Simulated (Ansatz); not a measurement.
# Structures of WSe₂: which is lowest?

Plane-wave DFT in Ansatz with scalar-relativistic PAW potentials, cutoff 420 eV, Γ-centred meshes chosen by cell and gap, Gaussian smearing with energies taken to zero width. Every cell was relaxed (cell and atoms) in a run of its own, within the symmetry of its start. Functional: LDA.

Relaxed structures (starts from databases or built by putting these elements on another compound's sites):
A. P-6m2, 3 atoms in the computed cell, a = 3.247 Å, c = 16.629 Å; sites (symmetry × multiplicity) Se 3m. × 2, W -6m2 × 1; start: built
B. P6_3/mmc, 6 atoms in the computed cell, a = 3.250 Å, c = 12.823 Å; sites (symmetry × multiplicity) W -6m2 × 2, Se 3m. × 4; start: database
C. P-3m1, 6 atoms in the computed cell, a = 3.249 Å, c = 23.627 Å; sites (symmetry × multiplicity) W 3m. × 2, Se 3m. × 2 + 3m. × 2; start: database

Task: Rank them by energy. Could pressure change the order?

Result:
| structure | group | E − E(lowest) (meV/atom) | V (Å³/atom) | gap on mesh (eV) |
| --- | --- | --- | --- | --- |
| B | P6_3/mmc | 0.0 | 19.55 | 0.89 |
| C | P-3m1 | 20.2 | 35.99 | 1.29 |
| A | P-6m2 | 41 | 50.62 | 1.69 |

B is lowest, 20 meV/atom under C. The lowest is also the densest of these, so pressure wouldn't bring one of the others in at first order. Other structures may lie lower than all of these, and vibrations aren't counted.

Spin-orbit coupling is left out, which matters for the bands of heavy elements. Each cell of WSe2 holds layers, and where no dispersion correction was added their binding is poorly described.